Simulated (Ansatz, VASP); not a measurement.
**Two plane-wave programs on Be**

File INCAR:

```
SYSTEM = Be
ALGO = Normal ; EDIFF = 1E-7
EDIFFG = -0.005 ; ENCUT = 600
GGA = PE ; IBRION = 2
ISIF = 3 ; ISMEAR = 0
LASPH = .TRUE. ; LCHARG = .FALSE.
LREAL = .FALSE. ; LWAVE = .FALSE.
NELM = 100 ; NSW = 100
PREC = Accurate ; SIGMA = 0.1
```

Contents of KPOINTS:

```
k-points
0
G
  21 21 12
  0 0 0
```

Contents of POSCAR:

```
Be
1.0
    2.2853000000      0.0000000000      0.0000000000
   -1.1426500000      1.9791278553      0.0000000000
    0.0000000000      0.0000000000      3.5842000000
Be
2
Direct
    0.3333333333      0.6666666667      0.2500000000
    0.6666666667      0.3333333333      0.7500000000
```

Input for Ansatz:

```yaml
crystal:
  lattice:
    - [2.2853, 0.0, 0.0]
    - [-1.14265, 1.9791278553, 0.0]
    - [0.0, 0.0, 3.5842]
  atoms:
    - { symbol: Be, position: [0.3333333333, 0.6666666667, 0.25] }
    - { symbol: Be, position: [0.6666666667, 0.3333333333, 0.75] }
basis:
  ecutwfc: 420
kpoints:
  mp_grid: { grid: [21, 21, 12] }
hamiltonian:
  xc: pbe
scf:
  occupations: { method: gaussian, width: 0.1 }
output:
  forces: true
  stress: true
  eigenvalues: true
  write_density: true
  write_potential: true
  elf: true
  volumetric_format: npy
relax:
  adjacent_minimum: "off"
  f_tol: 0.005
  max_steps: 80
  cell: { stress_tol: 0.05 }
```

Alike in both runs: task relaxation of cell and atoms; functional PBE; k mesh 21 × 21 × 12; occupations gaussian, width 0.1 eV; no spin polarisation.

|  | VASP | Ansatz |
| --- | --- | --- |
| version | VASP 6.6.1 | Ansatz 0.2.0 |
| potentials or method | VASP PAW PBE potentials, release 64 (Be) | scalar-relativistic, plane waves, PAW |
| plane-wave cutoff (eV) | 600 | 420 |
| valence electrons in the cell | 4 | 4 |

|  | VASP | Ansatz | Ansatz less VASP |
| --- | --- | --- | --- |
| gap on the k mesh at the Fermi level, each at its own relaxed structure (eV) | none | none | - |
| relaxed volume (Å³/atom) | 7.91 | 7.91 | -0.006 |
| relaxed cell length with the largest relative difference (Å) | 2.263 | 2.263 | -0.0006 |
| energy change over the relaxation (meV/atom) | -2 | -2 | -0.2 |

A gap of «none» marks a metal or a gap that the smearing closes.
